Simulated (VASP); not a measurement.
Write the native input for VASP 6.6.1 that does the following.

```
Task                   : single point
Functional             : PBE
Potentials or basis    : VASP PAW PBE potentials, release 64 (Co, O)
Cutoff                 : 520 eV
k mesh                 : 9 × 9 × 9
Occupations            : gaussian, width 0.05 eV
Spin                   : collinear spin, ferromagnetic start
Starting moments       : [2.0, 0.0] μB
Fixed moment           : 2 μB
Hubbard terms          : Co d U = 4 eV
Further INCAR settings : ALGO = Normal; EDIFF = 1e-06
```

The structure of CoO lies in POSCAR:

```
CoO
1.0
   -1.5080004400      1.5080004400      2.1072503600
    1.5080004400     -1.5080004400      2.1072503600
    1.5080004400      1.5080004400     -2.1072503600
Co O
1 1
Direct
    0.0000000000      0.0000000000      0.0000000000
    0.5000000000      0.5000000000      0.0000000000
```

One way to write it, as run:

INCAR

```
SYSTEM = CoO
ALGO = Normal
EDIFF = 1E-6
ENCUT = 520
GGA = PE
ISIF = 2
ISMEAR = 0
ISPIN = 2
LASPH = .True.
LCHARG = .False.
LDAU = .True.
LDAUJ = 0 0
LDAUL = 2 -1
LDAUPRINT = 1
LDAUTYPE = 2
LDAUU = 4 0
LMAXMIX = 4
LORBIT = 11
LREAL = .False.
LWAVE = .False.
MAGMOM = 2 0
NELM = 100
NUPDOWN = 2
PREC = Accurate
SIGMA = 0.05
```

KPOINTS

```
k-points
0
Gamma
  9 9 9
  0 0 0
```

Potentials or basis: VASP PAW PBE potentials, release 64 (Co, O).

The run is started by

```bash
$ cat potpaw_PBE.64/Co/POTCAR potpaw_PBE.64/O/POTCAR > POTCAR
$ mpirun -np 1 vasp_std > vasp.out
```

It gave:

| Quantity | Value |
| --- | --- |
| Pressure | -4.9 GPa |
| Net moment | 2.00 μB per cell |
| Site moments | Co +2.11; O -0.09 μB |
| Valence electrons inside the program's atomic spheres | Co 7.91; O 4.96 |

Caveat: the total moment is fixed, so each spin has its own Fermi level; a cell with one magnetic atom can't hold antiferromagnetic order, which such compounds often take.

Run time: 22 s on 1 thread of AMD EPYC 9R45 96-Core Processor (Zen 5), with other jobs on the host, peak memory 0.14 GiB.
